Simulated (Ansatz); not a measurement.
Geometry optimisation, DFT PBEsol, scalar-relativistic, plane waves, PAW (Ansatz).

Input:

```yaml
crystal:
  lattice:
    - [0.0, 5.43, 5.43]
    - [5.43, 0.0, 5.43]
    - [5.43, 5.43, 0.0]
  atoms:
    - { symbol: Si, position: [0.0, 0.0, 0.0] }
    - { symbol: Si, position: [0.125, 0.125, 0.125] }
    - { symbol: Si, position: [0.0, 0.0, 0.5] }
    - { symbol: Si, position: [0.125, 0.125, 0.625] }
    - { symbol: Si, position: [0.0, 0.5, 0.0] }
    - { symbol: Si, position: [0.125, 0.625, 0.125] }
    - { symbol: Si, position: [0.0, 0.5, 0.5] }
    - { symbol: Si, position: [0.125, 0.625, 0.625] }
    - { symbol: Si, position: [0.5, 0.0, 0.0] }
    - { symbol: Si, position: [0.625, 0.125, 0.125] }
    - { symbol: Si, position: [0.5, 0.0, 0.5] }
    - { symbol: Si, position: [0.625, 0.125, 0.625] }
    - { symbol: Si, position: [0.5, 0.5, 0.0] }
    - { symbol: Si, position: [0.625, 0.625, 0.125] }
    - { symbol: Si, position: [0.5, 0.5, 0.5] }
    - { symbol: Si, position: [0.625, 0.625, 0.625] }
    - { symbol: Si, position: [0.245052, 0.2481382, 0.2575615] }
basis:
  ecutwfc: 420.0
kpoints:
  mp_grid: { grid: [2, 2, 2] }
hamiltonian:
  xc: pbesol
  pseudopotentials: { kind: paw, azcp: { folder: soft_1 } }
scf:
  occupations: { method: fermi_dirac, width: 0.05 }
  lower_state_search: "off"
relax:
  f_tol: 0.08
  max_steps: 25
  adjacent_minimum: "off"
```

Run as:

```bash
$ ansatz run input.yaml --threads 1 --pin off --max-ram 3072MiB --backend cpu --events-out ev --progress --plain --runs-dir out
```

Problem. Where does it end, and by what steps?

Solution. It converged. Limits of this set-up: coarse k mesh, PAW files made for another functional. After 2 steps the energy has fallen by 0.131 eV; Si4 moved furthest, 0.05 Å.

| step | energy less start (eV) | largest force component (eV/Å) | accepted |
| --- | --- | --- | --- |
| 0 | 0.0000 | 0.697 | yes |
| 1 | -0.1138 | 0.265 | yes |
| 2 | -0.1307 | 0.022 | yes |

```xyz
17
Lattice="0.0000 5.4300 5.4300 5.4300 0.0000 5.4300 5.4300 5.4300 0.0000" Properties=species:S:1:pos:R:3
Si 0.005 0.001 -0.006
Si 1.335 1.335 1.332
Si 2.717 2.717 -0.035
Si 4.101 4.100 1.329
Si 2.715 -0.033 2.714
Si 4.097 1.335 4.094
Si 5.465 2.717 2.713
Si 6.783 4.079 4.077
Si -0.033 2.715 2.713
Si 1.338 4.095 4.092
Si 2.718 5.464 2.712
Si 4.079 6.783 4.077
Si 2.716 2.715 5.463
Si 4.078 4.078 6.782
Si 5.430 5.430 5.430
Si 6.783 6.783 6.781
Si 2.719 2.716 2.710
```

Time of the run: 14 s on 1 thread of Arm Neoverse V2, on a shared host, peak memory 0.49 GiB.
